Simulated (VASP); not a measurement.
Consider the following.

```
InN
1.0
    3.55879     0.00000     0.00000
   -1.77939     3.08200     0.00000
    0.00000     0.00000     5.74575
In N
2 2
Direct
  0.66667   0.33333   0.50048
  0.33333   0.66667   0.00048
  0.66667   0.33333   0.87952
  0.33333   0.66667   0.37952
```

All values below come from PBE GGA, VASP's PBE PAW potentials (set 64) (plane waves; VASP). Numerical set-up: 400 eV cut-off, 7×7×4 Γ-centred mesh, Fermi-Dirac smearing of 0.10 eV, potentials In_d N.

Unless said otherwise, spin-orbit coupling is left out, though it shifts the bands of the heavy elements here.

Task: Estimate the energy per atom (σ→0), band gap (on the k-mesh) with the smallest direct gap where there is one.

Result: 
```
Property                                                     Value
------------------------  ----------------------------------------
band gap (on the k-mesh)  none (metal, semimetal or under 0.01 eV)
energy per atom (σ→0)                               -5.351 eV/atom
```

Only differences to runs with the same potentials and settings are physical.

The structure comes from a computed database's InN entry; how it stands against other phases isn't given here. The cell was not relaxed at this level.
